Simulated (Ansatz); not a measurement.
Wanted: the native input for an Ansatz 0.2.0 run.

- Task: band structure
- Functional: revPBE
- Potentials or basis: all-electron LAPW, scalar-relativistic
- Cutoff: 262 eV (chosen from the basis error)
- Basis error allowed: 0.001 eV/atom
- k mesh: 11 × 11 × 11
- Occupations: fermi-dirac, width 0.05 eV
- Spin: no spin polarisation

Ta:

```
CELL_PARAMETERS angstrom
-1.65128 1.65128 1.65128
1.65128 -1.65128 1.65128
1.65128 1.65128 -1.65128
ATOMIC_POSITIONS crystal
Ta 0.00000 0.00000 0.00000
```

The input as run:

input.yaml

```yaml
crystal:
  lattice:
    - [-1.65128, 1.65128, 1.65128]
    - [1.65128, -1.65128, 1.65128]
    - [1.65128, 1.65128, -1.65128]
  atoms:
    - { symbol: Ta, position: [0.0, 0.0, 0.0] }
kpoints:
  mp_grid: { grid: [11, 11, 11] }
  band_path:
    path:
      - [0.0, 0.0, 0.0]
      - [0.5, -0.5, 0.5]
      - [0.0, 0.0, 0.5]
      - [0.0, 0.0, 0.0]
      - [0.25, 0.25, 0.25]
      - [0.5, -0.5, 0.5]
    npoints: 8
scf:
  occupations: { method: fermi_dirac, width: 0.05 }
hamiltonian:
  xc: revpbe
  pseudopotentials: { kind: all_electron, lapw: { basis_error: 0.001 } }
output:
  forces: true
  stress: true
  eigenvalues: true
```

Potentials or basis: all-electron LAPW, scalar-relativistic.

Command:

```console
$ ansatz run input.yaml --threads 1 --pin off --max-ram 3072MiB --backend cpu --events-out ev --progress --plain --runs-dir out
```

Results of the run:

```
Pressure                : 5.1 GPa
Band gap along the path : none (metal or under the smearing width)
```

Caveat: spin-orbit coupling is left out, which moves the levels of the heavy elements.

Wall time 23 s on 1 thread of Intel(R) Xeon(R) Processor @ 2.50GHz (Skylake/Cascade Lake), with other jobs on the host, peak memory 0.3 GiB.
